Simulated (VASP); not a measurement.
Set up this calculation in VASP 6.6.1, as the native input.

| Item | Value |
| --- | --- |
| Task | electron localisation function |
| Functional | PBEsol |
| Potentials or basis | VASP PAW PBE potentials, release 64 (Ti_sv, O) |
| Cutoff | 520 eV |
| k mesh | 7 × 5 × 3 |
| Occupations | gaussian, width 0.02 eV |
| Spin | no spin polarisation |
| Further INCAR settings | ALGO = Normal; EDIFF = 1e-07 |

The structure of TiO2 lies in POSCAR:

```
TiO2
1.0
    2.9682645463      0.0000000000      0.0000000000
    0.0002080834      4.7076067549      0.0000000000
    1.4835696211      0.2423534620      7.0834647979
Ti O
3 6
Direct
    0.0033718700      0.0003888100      0.0007031900
    0.3446402100      0.4802596500      0.3169598700
    0.6617081400      0.5204743600      0.6844963600
    0.4400381600      0.1854376900      0.1285388000
    0.7779263400      0.2977287500      0.4518780700
    0.1012362400      0.3089534200      0.8062432200
    0.9064972100      0.6918369900      0.1951715700
    0.2294071500      0.7030072800      0.5495147300
    0.5680256700      0.8153000600      0.8728271800
```

The cell comes from a database or a generator and needn't be the stable form of this composition.

The input as run:

INCAR

```
SYSTEM = TiO2
ALGO = Normal ; EDIFF = 1E-7
ENCUT = 520 ; GGA = PS
ISIF = 2 ; ISMEAR = 0
LASPH = .TRUE. ; LCHARG = .TRUE.
LELF = .TRUE. ; LREAL = .FALSE.
LWAVE = .FALSE. ; NELM = 100
PREC = Accurate ; SIGMA = 0.02
```

KPOINTS

```
k-points
0
G
  7 5 3
  0 0 0
```

Potentials or basis: VASP PAW PBE potentials, release 64 (Ti_sv, O).

Run with:

```sh
$ cat potpaw_PBE.64/Ti_sv/POTCAR potpaw_PBE.64/O/POTCAR > POTCAR
$ mpirun -np 1 vasp_std > vasp.out
```

It gave:

```yaml
Pressure: -2.2 GPa
Largest_force: 0.145 eV/Å
Band_gap_on_the_k_mesh: 2.24 eV, indirect (least direct gap 2.27 eV)
```

Caveat: the PAW data sets were made with another functional, which shifts forces and pressure a little; an odd mesh through Γ misses points on the zone boundary, where band edges often lie.

Wall time 5.6 min on 1 thread of Intel(R) Xeon(R) Platinum 8259CL CPU @ 2.50GHz (Skylake/Cascade Lake), on a shared host, peak memory 0.3 GiB.
